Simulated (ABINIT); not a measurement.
Crystal: BN.

```
N B
1.0
     0.00000    1.81300    1.81300
     1.81300    0.00000    1.81300
     1.81300    1.81300    0.00000
N B
1 1
Cartesian
  0.9065 0.9065 0.9065
  0.0000 0.0000 0.0000
```

The cell is a database's computed one.

Program: ABINIT 10.8.3 (patched build). Alike in all runs: no spin polarisation; cell as given.

Order these runs on this cell by their pressure, lowest first.
A. level PW91; potentials or basis JTH PAW PBE v2.0; k mesh 13 × 13 × 13; cutoff (eV) 707; smearing fermi-dirac 0.05 eV; fine-grid cutoff 1306.15 eV
B. level PBEsol; potentials or basis JTH PAW PBE v2.0; k mesh 8 × 8 × 8; cutoff (eV) 707; smearing fermi-dirac 0.05 eV; fine-grid cutoff 1306.15 eV
C. level revPBE; potentials or basis JTH PAW PBE v2.0; k mesh 13 × 13 × 13; cutoff (eV) 707; smearing fermi-dirac 0.05 eV; fine-grid cutoff 1306.15 eV
D. level PBE0; potentials or basis PseudoDojo NC SR PBE v0.4.1 standard; k mesh 8 × 8 × 8; cutoff (eV) 952; smearing fixed; most SCF steps 60
E. level rPW86PBE; potentials or basis JTH PAW PBE v2.0; k mesh 13 × 13 × 13; cutoff (eV) 707; smearing fermi-dirac 0.05 eV; fine-grid cutoff 1306.15 eV

D (-10.7 GPa), B (-6.1 GPa), A (-1.3 GPa), C (3.9 GPa), E (6.2 GPa).

Caveats: the PAW data sets were made with another functional, which shifts forces and pressure a little (some runs); the potentials were made for another functional, which shifts forces and pressure (some runs).

Not every run made on this cell is shown here.
